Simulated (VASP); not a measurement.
## Band offsets on CdS (110)

Wanted: valence and conduction offsets of InP, CdSe and ZnSe on CdS (110), and what a better gap does to them.

Calculated with VASP 6.6.1; LDA; plane waves and PAW (Cd, S); cell typed or built by script, in the first sound run; inputs show where later runs differ.

### 1. The starting structure

It takes space group F-43m (No. 216, cubic). The conventional cell has a = 5.820 Å, b = 5.820 Å, c = 5.820 Å, α = 90.00°, β = 90.00°, γ = 90.00°. Cd has 4 S at 2.52 Å nearest. Nearest to S lie 4 Cd at 2.52 Å. Farther neighbours and most contacts between anions are not listed.

Coordinates:

```cif
data_structure
_symmetry_space_group_name_H-M 'P 1'
_symmetry_Int_Tables_number 1
_cell_length_a 4.1154
_cell_length_b 5.8200
_cell_length_c 4.1154
_cell_angle_alpha 90.000
_cell_angle_beta 90.000
_cell_angle_gamma 90.000
_cell_volume 98.57
loop_
_atom_site_label
_atom_site_type_symbol
_atom_site_fract_x
_atom_site_fract_y
_atom_site_fract_z
_atom_site_occupancy
Cd1 Cd 0.00000 0.00000 0.00000 1
Cd2 Cd 0.50000 0.50000 0.50000 1
S3 S 0.50000 0.25000 0.00000 1
S4 S 0.00000 0.75000 0.50000 1
```

### 2. Relax the substrate crystal, LDA

The substrate sets the in-plane lattice.

This step took 2 runs in a row; the last is shown.

Level: LDA; plane waves and PAW (Cd, S); cell typed or built by script.

Input file INCAR:

```
SYSTEM = CdS
PREC = Accurate
ENCUT = 420
EDIFF = 1E-07
NELM = 120
ISMEAR = 0
SIGMA = 0.02
LREAL = .FALSE.
ALGO = Normal
GGA = CA
NBANDS = 24
LASPH = .TRUE.
LORBIT = 11
LWAVE = .FALSE.
LCHARG = .FALSE.
KPAR = 16
IBRION = 2
NSW = 40
ISIF = 3
EDIFFG = -0.005
POTIM = 0.4
```

Input file POSCAR:

```
CdS
1.0
    4.0762708371      0.0000000000      0.0000000000
    0.0000000000      5.7644436704      0.0000000000
    0.0000000000      0.0000000000      4.0762708371
Cd S
2 2
Direct
    0.0000000000      0.0000000000      0.0000000000
    0.5000000000      0.5000000000      0.5000000000
    0.5000000000      0.2500000000      0.0000000000
    0.0000000000      0.7500000000      0.5000000000
```

Input file KPOINTS:

```
Automatic mesh
0
Gamma
7 5 7
0 0 0
```

Potentials, in the order of the species: Cd and S (LDA family, release 64).

Run with:

```console
mpirun -np 16 vasp_std
```

Output:

```text
[banner, memory and clock lines left out]
running   16 mpi-ranks, on    1 nodes
[...]
|                                                                             |
|           W    W    AA    RRRRR   N    N  II  N    N   GGGG   !!!           |
|           W    W   A  A   R    R  NN   N  II  NN   N  G    G  !!!           |
|           W    W  A    A  R    R  N N  N  II  N N  N  G       !!!           |
|           W WW W  AAAAAA  RRRRR   N  N N  II  N  N N  G  GGG   !            |
|           WW  WW  A    A  R   R   N   NN  II  N   NN  G    G                |
|           W    W  A    A  R    R  N    N  II  N    N   GGGG   !!!           |
|                                                                             |
|     For optimal performance we recommend to set                             |
|       NCORE = 2 up to number-of-cores-per-socket                            |
|     NCORE specifies how many cores store one orbital (NPAR=cpu/NCORE).      |
|     This setting can greatly improve the performance of VASP for DFT.       |
[...]
DAV:  17    -0.148110120658E+02   -0.21685E-06   -0.24281E-06  1608   0.116E-02    0.163E-02
DAV:  18    -0.148110116898E+02    0.37598E-06   -0.65996E-07  1464   0.362E-03    0.676E-03
DAV:  19    -0.148110116484E+02    0.41427E-07   -0.21482E-07  1512   0.217E-03
   1 F= -.14811012E+02 E0= -.14811012E+02  d E =-.148110E+02
[...]
N       E                     dE             d eps       ncg     rms          rms(c)
DAV:   1    -0.148113175144E+02   -0.30582E-03   -0.61977E-03  1544   0.849E-01    0.131E-01
DAV:   2    -0.148110511527E+02    0.26636E-03   -0.72202E-04  1640   0.346E-01    0.468E-02
DAV:   3    -0.148110268585E+02    0.24294E-04   -0.74535E-05  1624   0.757E-02    0.403E-02
DAV:   4    -0.148110236153E+02    0.32433E-05   -0.42825E-06  1552   0.181E-02    0.851E-03
DAV:   5    -0.148110229170E+02    0.69830E-06   -0.22238E-06  1720   0.182E-02    0.257E-03
DAV:   6    -0.148110229297E+02   -0.12720E-07   -0.21953E-07   824   0.440E-03
   2 F= -.14811023E+02 E0= -.14811023E+02  d E =-.112813E-04
 trial-energy change:   -0.000011  1 .order   -0.000012   -0.000030    0.000005
 step:   0.8324(harm=  0.8588)  dis= 0.00000  next Energy=   -14.811023 (dE=-0.117E-04)
 reached required accuracy - stopping structural energy minimisation
```

Run time: 5.6 s. Hardware: 16 MPI ranks of AMD EPYC 9R45, shared host; peak memory 2.9 GiB; 73 s of CPU time.

The logs omit lines about the potential files and the build; timing stands in the text.

Parts of OUTCAR (step 2):

```text
  Total        0.0075463      0.0016020      0.0075463      0.0000000      0.0000000      0.0000000
  in kB        0.1263460      0.0268221      0.1263460      0.0000000      0.0000000      0.0000000
  external PRESSURE =       0.0931713 kB  Pullay stress =       0.0000000 kB

 POSITION                                       TOTAL-FORCE (eV/Angst)
 -----------------------------------------------------------------------------------
      4.07511      0.00000      0.00000         0.000000     -0.000000      0.000000
      2.03755      2.88121      2.03755         0.000000     -0.000000      0.000000
      2.03755      1.44061      4.07511        -0.000000      0.000000     -0.000000
      0.00000      4.32182      2.03755         0.000000      0.000000     -0.000000
 -----------------------------------------------------------------------------------
    total drift:                                0.000000     -0.000000     -0.000000

  FREE ENERGIE OF THE ION-ELECTRON SYSTEM (eV)
  ---------------------------------------------------
  free  energy   TOTEN  =       -14.8110229297 eV

  energy  without entropy=      -14.8110229297  energy(sigma->0) =      -14.81102293

 reached required accuracy - stopping structural energy minimisation

[... 3 further parts left out ...]
[key lines of the parts left out:]
E-fermi :   1.5929
```

Numbers from this step:

| Property | Result |
| --- | --- |
| energy(sigma→0) of the program | -14.8110 eV |
| stress, compression positive | xx, yy, zz 0.01, 0.00, 0.01 GPa |
| volume | 95.694 Å³ |
| ionic steps | 2 |

### 3. Bulk band edges, LDA

A bulk run places the substrate's levels against the mean potential at its cores.

Level: LDA; plane waves and PAW (Cd, S); cell typed or built by script.

Input file INCAR:

```
SYSTEM = CdS
PREC = Accurate
ENCUT = 420
EDIFF = 1E-06
NELM = 100
ISMEAR = 0
SIGMA = 0.02
LREAL = .FALSE.
ALGO = Normal
GGA = CA
NBANDS = 23
LASPH = .TRUE.
LWAVE = .FALSE.
LCHARG = .FALSE.
KPAR = 16
```

Input file POSCAR:

```
CdS
1.0
    4.0751085093      0.0000000000      0.0000000000
    0.0000000000      5.7624219153      0.0000000000
    0.0000000000      0.0000000000      4.0751085093
Cd S
2 2
Direct
    0.0000000000      0.0000000000      0.0000000000
    0.5000000000      0.5000000000      0.5000000000
    0.5000000000      0.2500000000      0.0000000000
    0.0000000000      0.7500000000      0.5000000000
```

KPOINTS is that of step 2.

Input file KPOINTS_OPT:

```
Line mode
6
Line-mode
Reciprocal
  0.00000000  -0.35000000   0.00000000
  0.00000000  -0.05000000   0.00000000

  0.32500000   0.00000000   0.32500000
  0.49500000   0.00000000   0.49500000

  0.00000000   0.49500000   0.49500000
  0.49500000   0.49500000   0.00000000
```

Run with:

```console
mpirun -np 16 vasp_std
```

Output:

```text
[banner, memory and clock lines left out]
running   16 mpi-ranks, on    1 nodes
[...]
[... a notice as in an earlier step ...]

 LDA part: xc-table for (Slater(with rela. corr.)+CA(PZ))
 , standard interpolation
 POSCAR, INCAR and KPOINTS ok, starting setup
[...]
entering main loop
       N       E                     dE             d eps       ncg     rms          rms(c)
DAV:   1     0.225471765191E+03    0.22547E+03   -0.16002E+04  1388   0.122E+03
DAV:   2    -0.415975744512E+01   -0.22963E+03   -0.22330E+03  1583   0.330E+02
DAV:   3    -0.157304072735E+02   -0.11571E+02   -0.11539E+02  1646   0.769E+01
DAV:   4    -0.158394737341E+02   -0.10907E+00   -0.10904E+00  1625   0.741E+00
[...]
DAV:  16    -0.148108210959E+02    0.19323E-04   -0.35780E-04  1633   0.916E-02    0.410E-02
DAV:  17    -0.148108195601E+02    0.15358E-05   -0.56973E-06  1541   0.164E-02    0.283E-02
DAV:  18    -0.148108191464E+02    0.41367E-06   -0.37101E-06  1624   0.908E-03
   1 F= -.14810819E+02 E0= -.14810819E+02  d E =-.339566E-16
 Start KPOINTS_OPT (optional k-point list driver)
k-point batch [1-18\18]
       N       E                     dE             ncg
DAV:   1     0.185313266101E+04   -0.10661E+05      844
DAV:   2    -0.222297075120E+04   -0.40761E+04      947
DAV:   3    -0.242078543758E+04   -0.19781E+03      933
DAV:   4    -0.242270759951E+04   -0.19222E+01     1003
DAV:   5    -0.242273747957E+04   -0.29880E-01     1003
DAV:   6    -0.242273826109E+04   -0.78152E-03      989
DAV:   7    -0.242273828645E+04   -0.25364E-04     1039
DAV:   8    -0.242273828727E+04   -0.81523E-06      808
```

Elapsed: 4.8 s, on 16 MPI ranks; peak memory 3.1 GiB.

From OUTCAR (step 3):

```text
  LATTYP: Found a simple tetragonal cell.
 ALAT       =     4.0751085093
 C/A-ratio  =     1.4140536141

 Subroutine GETGRP returns: Found  8 space group operations
 (whereof  8 operations were pure point group operations)

The static configuration has the point symmetry D_2d.

 Found     30 irreducible k-points:

   k-points           NKPTS =     30   k-points in BZ     NKDIM =     30   number of bands    NBANDS=     23

   dimension x,y,z NGX =    28 NGY =   40 NGZ =   28
   dimension x,y,z NGXF=    56 NGYF=   80 NGZF=   56

   ENCUT  =  420.0 eV  30.87 Ry    5.56 a.u.   6.81  9.63  6.81*2*pi/ulx,y,z

   NELECT =      36.0000    total number of electrons

 E-fermi :   1.5610

 k-point     1 :       0.0000    0.0000    0.0000
  band No.  band energies     occupation
    ...
     14      -0.6027      2.00000
     15      -0.6027      2.00000
     16       1.4532      2.00000
     17       1.4532      2.00000
     18       1.4534      2.00000
     19       2.4227      0.00000
     20       4.6994      0.00000
     21       5.6575      0.00000
     22       7.8031      0.00000
     23       7.8031      0.00000

 k-point     2 :       0.1429    0.0000    0.0000
  band No.  band energies     occupation
    ...
     14      -0.9761      2.00000
     15      -0.4707      2.00000
     16       0.4964      2.00000
     17       1.1953      2.00000
     18       1.3921      2.00000
     19       3.2770      0.00000
     20       5.0845      0.00000
     21       6.0944      0.00000
     22       7.5094      0.00000
     23       7.9452      0.00000

  Total        0.0073890      0.0019342      0.0073890      0.0000000     -0.0000000      0.0000000
  in kB        0.1237120      0.0323837      0.1237120      0.0000000     -0.0000000      0.0000000
  external PRESSURE =       0.0932693 kB  Pullay stress =       0.0000000 kB

  energy-cutoff  :      420.00
  volume of cell :       95.69
      direct lattice vectors                 reciprocal lattice vectors
     4.075108509  0.000000000  0.000000000     0.245392239  0.000000000  0.000000000
     0.000000000  5.762421915  0.000000000     0.000000000  0.173538143  0.000000000
     0.000000000  0.000000000  4.075108509     0.000000000  0.000000000  0.245392239

 POSITION                                       TOTAL-FORCE (eV/Angst)
 -----------------------------------------------------------------------------------
      0.00000      0.00000      0.00000         0.000000     -0.000000     -0.000000
      2.03755      2.88121      2.03755        -0.000000     -0.000000     -0.000000
      2.03755      1.44061      0.00000         0.000000      0.000000      0.000000
      0.00000      4.32182      2.03755        -0.000000      0.000000      0.000000
 -----------------------------------------------------------------------------------
    total drift:                                0.000000     -0.000000      0.000000

  FREE ENERGIE OF THE ION-ELECTRON SYSTEM (eV)
  ---------------------------------------------------
  free  energy   TOTEN  =       -14.8108191464 eV

  energy  without entropy=      -14.8108191464  energy(sigma->0) =      -14.81081915

[... 7 further parts left out ...]
```

Numbers from this step:

```
energy(sigma→0) of the program : -14.8108 eV
stress, compression positive   : xx, yy, zz 0.01, 0.00, 0.01 GPa
```

The run ends at a pressure of 0.01 GPa.

### 4. Bulk band edges, HSE06

At this level only the shift of the substrate's edges against the mean potential of the cell is used.

Level: HSE06; plane waves and PAW (Cd, S); cell typed or built by script.

Input file INCAR:

```
SYSTEM = CdS
PREC = Accurate
ENCUT = 420
EDIFF = 1E-06
NELM = 100
ISMEAR = 0
SIGMA = 0.02
LREAL = .FALSE.
ALGO = Normal
LHFCALC = .TRUE.
AEXX = 0.25
GGA = PE
HFSCREEN = 0.2
LASPH = .TRUE.
NBANDS = 23
PRECFOCK = Fast
LWAVE = .FALSE.
LCHARG = .FALSE.
KPAR = 4
```

POSCAR is that of step 3.

Input file KPOINTS:

```
Automatic mesh
0
Gamma
4 3 4
0 0 0
```

KPOINTS_OPT is that of step 3.

Run with:

```console
mpirun -np 16 vasp_std
```

Output:

```text
[banner, memory and clock lines left out]
running   16 mpi-ranks, on    1 nodes
[...]
[... a notice as in an earlier step ...]

|                                                                             |
|               ----> ADVICE to this user running VASP <----                  |
|                                                                             |
|     You enforced a specific xc type in the INCAR file but a different       |
|     [... a line on the potential file left out ...]
|     I HOPE YOU KNOW WHAT YOU ARE DOING!                                     |
|                                                                             |

 LDA part: xc-table for (Slater+PW92), standard interpolation
|                                                                             |
|           W    W    AA    RRRRR   N    N  II  N    N   GGGG   !!!           |
|           W    W   A  A   R    R  NN   N  II  NN   N  G    G  !!!           |
|           W    W  A    A  R    R  N N  N  II  N N  N  G       !!!           |
[...]
DAV:   9    -0.152103161263E+02    0.26468E-05   -0.32718E-06   664   0.114E-02    0.708E-02
DAV:  10    -0.152103159330E+02    0.19330E-06   -0.14608E-06   504   0.788E-03
   1 F= -.15210316E+02 E0= -.15210316E+02  d E =-.117144E-19
 Start KPOINTS_OPT (optional k-point list driver)
k-point batch [1-12\18]
       N       E                     dE             ncg
DAV:   1     0.965000200666E+03   -0.59401E+04      584
DAV:   2    -0.233745919348E+04   -0.33025E+04      680
DAV:   3    -0.255253699437E+04   -0.21508E+03      656
DAV:   4    -0.255617540486E+04   -0.36384E+01      704
DAV:   5    -0.255621315781E+04   -0.37753E-01      664
DAV:   6    -0.255621388338E+04   -0.72556E-03      680
DAV:   7    -0.255621390371E+04   -0.20333E-04      672
DAV:   8    -0.255621390442E+04   -0.71217E-06      536
k-point batch [13-18\18]
       N       E                     dE             ncg
DAV:   1     0.687874152651E+04   -0.46680E+04      288
DAV:   2     0.521738238998E+04   -0.16614E+04      312
DAV:   3     0.510865099804E+04   -0.10873E+03      328
DAV:   4     0.510624604048E+04   -0.24050E+01      368
DAV:   5     0.510621931788E+04   -0.26723E-01      352
DAV:   6     0.510621888437E+04   -0.43351E-03      336
DAV:   7     0.510621887435E+04   -0.10019E-04      336
DAV:   8     0.510621887409E+04   -0.26314E-06      240
```

Elapsed: 66 s, on 16 MPI ranks; peak memory 4 GiB; 17 min of CPU time.

OUTCAR, selected parts (step 4):

```text
 POSITION                                       TOTAL-FORCE (eV/Angst)
 -----------------------------------------------------------------------------------
      0.00000      0.00000      0.00000         0.000000      0.000000     -0.000000
      2.03755      2.88121      2.03755         0.000000      0.000000     -0.000000
      2.03755      1.44061      0.00000        -0.000000      0.000000      0.000000
      0.00000      4.32182      2.03755         0.000000      0.000000      0.000000
 -----------------------------------------------------------------------------------
    total drift:                                0.000026     -0.000005      0.000035

  FREE ENERGIE OF THE ION-ELECTRON SYSTEM (eV)
  ---------------------------------------------------
  free  energy   TOTEN  =       -15.2103159330 eV

  energy  without entropy=      -15.2103159330  energy(sigma->0) =      -15.21031593

[... 1 part as in an earlier step ...]

[... 2 further parts left out ...]
[key lines of the parts left out:]
E-fermi :   1.1712
```

Numbers from this step:

| Item | Value |
| --- | --- |
| energy(sigma→0) of the program | -15.2103 eV |

### 5. Bulk band edges, HSE06 with spin-orbit coupling

At this level only the shift of the substrate's edges against the mean potential of the cell is used.

Level: HSE06, spin-orbit coupling; plane waves and PAW (Cd, S); cell typed or built by script.

INCAR, as its differences from that of step 4:

```diff
@@ -14,3 +14,7 @@
 LASPH = .TRUE.
-NBANDS = 23
+LNONCOLLINEAR = .TRUE.
+MAGMOM = 0 0 0 0 0 0 0 0 0 0 0 0
+NBANDS = 46
+GGA_COMPAT = .FALSE.
+LSORBIT = .TRUE.
 PRECFOCK = Fast
```

POSCAR is that of step 4.

KPOINTS is that of step 4.

KPOINTS_OPT is that of step 4.

Run with:

```console
mpirun -np 16 vasp_ncl
```

Output:

```text
[banner, memory and clock lines left out]
running   16 mpi-ranks, on    1 nodes
[...]
[... a notice as in an earlier step ...]

 [... a notice as in an earlier step ...]

 LDA part: xc-table for (Slater+PW92), standard interpolation
|                                                                             |
|           W    W    AA    RRRRR   N    N  II  N    N   GGGG   !!!           |
|           W    W   A  A   R    R  NN   N  II  NN   N  G    G  !!!           |
|           W    W  A    A  R    R  N N  N  II  N N  N  G       !!!           |
|           W WW W  AAAAAA  RRRRR   N  N N  II  N  N N  G  GGG   !            |
|           WW  WW  A    A  R   R   N   NN  II  N   NN  G    G                |
|           W    W  A    A  R    R  N    N  II  N    N   GGGG   !!!           |
|                                                                             |
|     The number of bands has been changed from the values supplied in        |
|     The orbitals not found in the WAVECAR file will be initialized with     |
[...]
DAV:  10    -0.152693947097E+02    0.35516E-06   -0.14991E-06  1328   0.804E-03
   1 F= -.15269395E+02 E0= -.15269395E+02  d E =-.495254E-15  mag=    -0.0000    -0.0000    -0.0000
 Start KPOINTS_OPT (optional k-point list driver)
k-point batch [1-15\18]
       N       E                     dE             ncg
DAV:   1     0.145033193324E+04   -0.76692E+04     1440
DAV:   2    -0.286072607646E+04   -0.43111E+04     1560
DAV:   3    -0.319007137710E+04   -0.32935E+03     1624
DAV:   4    -0.319892952485E+04   -0.88581E+01     1608
DAV:   5    -0.319904146928E+04   -0.11194E+00     1648
DAV:   6    -0.319904381463E+04   -0.23453E-02     1616
DAV:   7    -0.319904387583E+04   -0.61199E-04     1600
DAV:   8    -0.319904387792E+04   -0.20934E-05     1288
DAV:   9    -0.319904387802E+04   -0.96427E-07      992
k-point batch [16-18\18]
       N       E                     dE             ncg
DAV:   1     0.856586963418E+04   -0.22287E+04      296
DAV:   2     0.771608391108E+04   -0.84979E+03      312
DAV:   3     0.765339099466E+04   -0.62693E+02      320
DAV:   4     0.765174087616E+04   -0.16501E+01      360
DAV:   5     0.765171722573E+04   -0.23650E-01      344
DAV:   6     0.765171681210E+04   -0.41363E-03      336
DAV:   7     0.765171680295E+04   -0.91554E-05      328
DAV:   8     0.765171680269E+04   -0.25463E-06      272
```

Wall time 7.8 min (16 MPI ranks); peak memory 6.5 GiB.

Parts of OUTCAR (step 5):

```text
 POSITION                                       TOTAL-FORCE (eV/Angst)
 -----------------------------------------------------------------------------------
      0.00000      0.00000      0.00000         0.000000      0.000000     -0.000000
      2.03755      2.88121      2.03755         0.000000      0.000000      0.000000
      2.03755      1.44061      0.00000        -0.000000      0.000000      0.000000
      0.00000      4.32182      2.03755        -0.000000      0.000000     -0.000000
 -----------------------------------------------------------------------------------
    total drift:                                0.000021     -0.000015     -0.000018

  FREE ENERGIE OF THE ION-ELECTRON SYSTEM (eV)
  ---------------------------------------------------
  free  energy   TOTEN  =       -15.2693947097 eV

  energy  without entropy=      -15.2693947097  energy(sigma->0) =      -15.26939471

[... 1 part as in an earlier step ...]

[... 2 further parts left out ...]
[key lines of the parts left out:]
E-fermi :   1.1699
```

Read from the output:

- energy(sigma→0) of the program: -15.2694 eV

(Part 1 of 3 ends here.)

[Lines on the potential files, build, host, timing and source positions are cut from VASP's logs without a mark.]

[Logs are printed without paths, hosts, clocks, repeated set-up lines and the standing remarks that a program may print on its own settings, such as how far it seeks lower states.]

[Hosts, paths, dates, database ids (printed as entryN), source tags and the programs' standing remarks are cut or masked in the printed files.]

[In band tables of VASP the shares of atoms and orbitals are scaled to a sum of 1 inside the atoms' spheres.]
